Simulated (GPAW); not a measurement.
**GaP: equation of state with BP86+D4**

**Experimental background.**

From “Phosphorous dimerization in GaP at high pressure”, 2017, arxiv:1709.06667, for a bulk crystal of GaP: bulk modulus 87.5 ± 0.6 GPa.

Crystal: GaP.

```
CELL_PARAMETERS angstrom
3.85409 0.00000 0.00000
1.92704 3.33774 0.00000
1.92704 1.11258 3.14685
ATOMIC_POSITIONS crystal
Ga 0.00000 0.00000 0.00000
P 0.75000 0.75000 0.75000
```

```yaml
Program: GPAW 26.7.0
Task: equation of state
Functional: BP86
Dispersion: D4
Potentials_or_basis: PAW data sets generated in the run's folder for this functional
Cutoff: 600 eV
Basis: pw
k_mesh: 8 × 8 × 8
Occupations: fermi-dirac, width 0.05 eV
Spin: no spin polarisation
Maxiter: 150
Eos_scales: "[0.94, 0.96, 0.98, 1.0, 1.02, 1.04, 1.06]"
```

```json
{"Equilibrium volume": "20.08 Å³/atom", "Bulk modulus": "93 GPa", "Pressure derivative of the bulk modulus": "4.6"}
```

Energy against volume, from the lowest point:
| volume (Å³/atom) | energy (meV/atom) |
| --- | --- |
| 19.026 | 17.54 |
| 19.431 | 6.21 |
| 19.836 | 0.57 |
| 20.240 | 0.00 |
| 20.645 | 3.98 |
| 21.050 | 11.99 |
| 21.455 | 23.60 |

It took 110 s on 1 thread of Arm Neoverse N1 (shared host), peak memory 0.19 GiB.

A measured bulk modulus of GaP is 87.5 GPa (“Phosphorous dimerization in GaP at high pressure”, 2017, arxiv:1709.06667); the calculated 93 GPa misses it by +6.1 %. The fit is for a static lattice scaled at fixed shape and fixed fractional positions.

Caveat: the data sets keep Ga 3d, Li 1s and Be 1s frozen, and some such compounds lay over 1.5 % in volume off other programs.
